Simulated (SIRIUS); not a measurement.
Runs of SIRIUS 7.10.0 on Ir. The typed cell holds 2 atoms: a = 2.751 Å, b = 2.751 Å, c = 4.462 Å, α = 90.00°, β = 90.00°, γ = 120.00°. This isn't the form of Ir at room conditions, which is fcc.

```tsv
potentials or basis	cutoff (eV)	radial cutoff for the potentials' integrals	gap on the mesh (eV)	pressure (GPa)	largest force (eV/Å)
JTH 2.0 PBE (PAW)	557	-	none	-1.7	0.18
in-house norm-conserving set, PBE (scalar relativistic)	937	6.5 bohr	none	-1.0	0.18
PseudoDojo 0.4.1 PBE standard (scalar relativistic)	937	6.5 bohr	none	-1.8	0.18
GBRV 1.5 PBE (ultrasoft)	557	-	none	(a)	0.18
PseudoDojo 0.5 PBE standard (scalar relativistic)	937	6.5 bohr	none	-1.8	0.18
SSSP 1.3.0 PBE efficiency	828	-	none	-1.8	0.19
PseudoDojo 0.5 PBE stringent (scalar relativistic)	937	6.5 bohr	none	-1.8	0.18
```

Alike in all rows: task single point; level PBE; no spin polarisation; cell all atoms moved at random; k mesh 6 × 6 × 3; smearing fermi-dirac 0.05 eV; the mesh is coarse, so values aren't converged.

Estimate the missing entries.

(a) -1.9.

Caveats: all runs use coarse meshes.

A k mesh can miss the band edges, and the runs leave out spin-orbit coupling on Ir.

A gap of «none» marks a metal or a gap under the smearing width.

The runs don't all hold the same shells in valence.
